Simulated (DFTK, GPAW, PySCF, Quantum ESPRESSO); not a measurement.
Pd: equilibrium volume by level of theory

```
Pd
1.0
     0.00000    1.94650    1.94650
     1.94650    0.00000    1.94650
     1.94650    1.94650    0.00000
Pd
1
Direct
  0.00000 0.00000 0.00000
```

```tsv
rung	level	program and potentials	cutoff (eV)	k mesh	smearing	task	core time	chip	equilibrium volume (Å³/atom)	notes
GGA	PBE	GPAW, PAW data sets generated for this functional	600	12 × 12 × 12	fermi-dirac 0.05	equation of state	40 s	Intel Xeon 6975P-C Granite Rapids	15.31	-
non-local van der Waals functional	revPBE+rVV10	Quantum ESPRESSO, Ansatz NC SR PBE	1116	12 × 12 × 12	fermi-dirac 0.05	relaxation of cell and atoms	48 s	Arm Neoverse V2	15.05	potentials made for PBE
GGA + dispersion	revPBE+D3(BJ)	Quantum ESPRESSO, Ansatz NC SR PBE	1116	12 × 12 × 12	fermi-dirac 0.05	relaxation of cell and atoms	52 s	Arm Neoverse V2	14.55	potentials made for PBE
GGA	revPBE	Quantum ESPRESSO, Ansatz NC SR PBE	1116	12 × 12 × 12	fermi-dirac 0.05	relaxation of cell and atoms	89 s	Arm Neoverse V2	15.62	potentials made for PBE
LDA	LDA	Quantum ESPRESSO, GBRV 1.5 LDA	612	12 × 12 × 12	fermi-dirac 0.05	equation of state	1.7 min	Arm Neoverse N1	14.21	-
GGA	PBEsol	DFTK, SG15 1.2 (PBE)	1225	9 × 9 × 9	fermi-dirac 0.05	equation of state	6.2 min	Intel Xeon Platinum 8375C Ice Lake	14.52	potentials made for PBE
GGA	PBE	PySCF, DZVP-MOLOPT-SR/GTH-PBE (potentials made for PBE)	-	4 × 4 × 4	fermi-dirac 0.05	equation of state	6.6 min	Intel Xeon Platinum 8375C Ice Lake	15.45	coarse mesh; atomic basis
```

Times are single runs on shared hosts and different chips, so they are rough; meshes, cutoffs and the tasks' sizes weigh on the time. All rows: no spin polarisation. Smearing widths are in eV. For a metal such meshes aren't converged. Meshes differ between rows, which moves values too. Meshes are those of the run's cell of 1 atom unless a note names another. Relaxations start from the cell shown or near it and stop with a little pressure left. Misses use the values as printed. Runs on faulty files, with rough fits or with known faults for this quantity aren't shown. No row holds spin-orbit coupling.

Measured: 14.72 Å³/atom at 293.15 K (arxiv:2204.14071).

**Question.** Which of the timed runs without a coarse mesh or an atomic basis is the cheapest that comes within 1.5 % of the measured equilibrium volume?

**Answer.** revPBE+D3(BJ) (Quantum ESPRESSO, Ansatz NC SR PBE): 14.55 Å³/atom in 52 s. One crystal doesn't make the level reliable, since errors can cancel. The runs are for a static lattice, while measurements hold temperature and zero-point motion.
